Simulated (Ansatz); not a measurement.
The system is Ti3Si.

```
CELL_PARAMETERS angstrom
0.00000 3.14436 3.14436
3.14436 0.00000 3.14436
3.14436 3.14436 0.00000
ATOMIC_POSITIONS crystal
Ti 0.00000 0.00000 0.00000
Ti 0.25000 0.25000 0.25000
Ti 0.75000 0.75000 0.75000
Si 0.50000 0.50000 0.50000
```

The cell comes from a database or a generator and needn't be the stable form of this composition.

```yaml
Program: Ansatz 0.2.0
Task: single point
Functional: PBEsol
Potentials_or_basis: Ansatz PAW
Cutoff: "420 eV (not typed: the program's choice for these potentials)"
k_mesh: 7 × 7 × 7
Occupations: fermi-dirac, width 0.05 eV
Spin: no spin polarisation
```

On this cell: pressure -5.0 GPa; largest force zero by symmetry; band gap on the k mesh none (metal or under the smearing width).

The same run follows on a disturbed copy (atoms moved at random, drawn with an rms of 0.05 Å):

```
Ti Si
1.0
     0.00000    3.14436    3.14436
     3.14436    0.00000    3.14436
     3.14436    3.14436    0.00000
Ti Si
3 1
Direct
  0.01571 0.00242 0.98385
  0.24850 0.24924 0.24349
  0.75176 0.75579 0.75107
  0.50604 0.49086 0.51541
```

What changes?

The energy (extrapolated to zero smearing) moves by +8.1 meV/atom; pressure -4.7 GPa; largest force 0.509 eV/Å; band gap on the k mesh none (metal or under the smearing width).

Forces on the atoms (eV/Å):
```
Ti   0.152 -0.078 -0.193
Ti   0.102  0.376  0.087
Ti  -0.163  0.186 -0.019
Si  -0.092 -0.485  0.125
```

Stress tensor (GPa, compression positive):
```
-4.67 -0.15 -0.32
-0.15 -4.69 -0.35
-0.32 -0.35 -4.65
```

Caveats: the PAW data sets come from PBE, with cores solved anew for the run's functional, which leaves a small shift of forces and pressure.
